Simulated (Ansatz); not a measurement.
Deforming Bi

```
CELL_PARAMETERS angstrom
3.33628 -3.05540 0.00000
3.33628 3.05540 0.00000
-1.15098 0.00000 3.09291
ATOMIC_POSITIONS crystal
Bi 0.25180 0.25180 0.14900
Bi 0.74820 0.74820 0.85100
```

Atom numbers follow the list: Bi1, Bi2.

Structure: COD 8100521, as refined from experiment and not relaxed.

No spin–orbit coupling, which matters for the heavy atoms here.

These are results of Ansatz 0.2.0, DFT, PBE, all-electron LAPW, scalar-relativistic, not measurements.

Sampling and basis: a Γ-centred 8×8×11 k mesh, Fermi–Dirac smearing of 0.05 eV, basis error target 0.25 meV/atom, no spin polarisation.

The unchanged cell is at 4.09 GPa.

In a metal, stresses and small energies carry noise from the k mesh.

x, y and z are the Cartesian axes of the cell as listed; fractional coordinates follow a strain, and an engineering shear is twice the off-diagonal strain component.

(1) One change gave: energy change +3 meV/atom; stress change (xx, yy, zz, yz, xz, xy) -0.37, -0.30, 0.94, 0.00, -0.54, 0.00 GPa, compression positive; change of the force on Bi1 (-0.003, 0.000, -0.016) eV/Å. Which change was it?
A. equal xy, yz and zx engineering shear strains of +1 %
B. equal xy, yz and zx engineering shear strains of -2 %
C. z strained by -1.5 % at fixed volume
D. atom 2 (Bi) moved by (0.0849, 0.0849, 0.0000) Å
E. equal xy, yz and zx engineering shear strains of -3 %
F. equal xy, yz and zx engineering shear strains of +3 %
G. z strained by +3 % at fixed volume
H. equal xy, yz and zx engineering shear strains of +2 %
I. equal xy, yz and zx engineering shear strains of -1 %

Answers

(1) C. For z strained by +3 % at fixed volume: energy change +6 meV/atom; stress change (xx, yy, zz, yz, xz, xy) 0.84, 1.03, -1.84, 0.00, 0.82, 0.00 GPa, compression positive; change of the force on Bi2 (-0.020, 0.000, -0.050) eV/Å. For atom 2 (Bi) moved by (0.0849, 0.0849, 0.0000) Å: energy change +7 meV/atom; stress change (xx, yy, zz, yz, xz, xy) 0.84, 0.09, 0.32, 0.28, 0.21, -0.03 GPa, compression positive; change of the force on Bi2 (-0.207, -0.248, -0.081) eV/Å. For equal xy, yz and zx engineering shear strains of -3 %: energy change +3 meV/atom; stress change (xx, yy, zz, yz, xz, xy) 0.92, -0.02, -0.73, 0.18, 0.79, 0.05 GPa, compression positive; change of the force on Bi1 (0.043, 0.039, 0.000) eV/Å. For equal xy, yz and zx engineering shear strains of -1 %: energy change under 1 meV/atom; stress change (xx, yy, zz, yz, xz, xy) 0.27, -0.01, -0.22, 0.07, 0.28, 0.02 GPa, compression positive; change of the force on Bi1 (0.011, 0.013, 0.000) eV/Å. For equal xy, yz and zx engineering shear strains of +2 %: energy change +3 meV/atom; stress change (xx, yy, zz, yz, xz, xy) -0.46, 0.03, 0.45, -0.13, -0.64, -0.06 GPa, compression positive; change of the force on Bi2 (0.022, 0.028, -0.005) eV/Å. For equal xy, yz and zx engineering shear strains of -2 %: energy change +1 meV/atom; stress change (xx, yy, zz, yz, xz, xy) 0.59, -0.02, -0.47, 0.12, 0.53, 0.03 GPa, compression positive; change of the force on Bi1 (0.026, 0.025, 0.001) eV/Å. For equal xy, yz and zx engineering shear strains of +1 %: energy change under 1 meV/atom; stress change (xx, yy, zz, yz, xz, xy) -0.24, 0.02, 0.22, -0.08, -0.33, -0.03 GPa, compression positive; change of the force on Bi1 (-0.011, -0.014, 0.002) eV/Å. For equal xy, yz and zx engineering shear strains of +3 %: energy change +5 meV/atom; stress change (xx, yy, zz, yz, xz, xy) -0.71, 0.07, 0.70, -0.20, -0.96, -0.11 GPa, compression positive; change of the force on Bi2 (0.032, 0.042, -0.006) eV/Å.
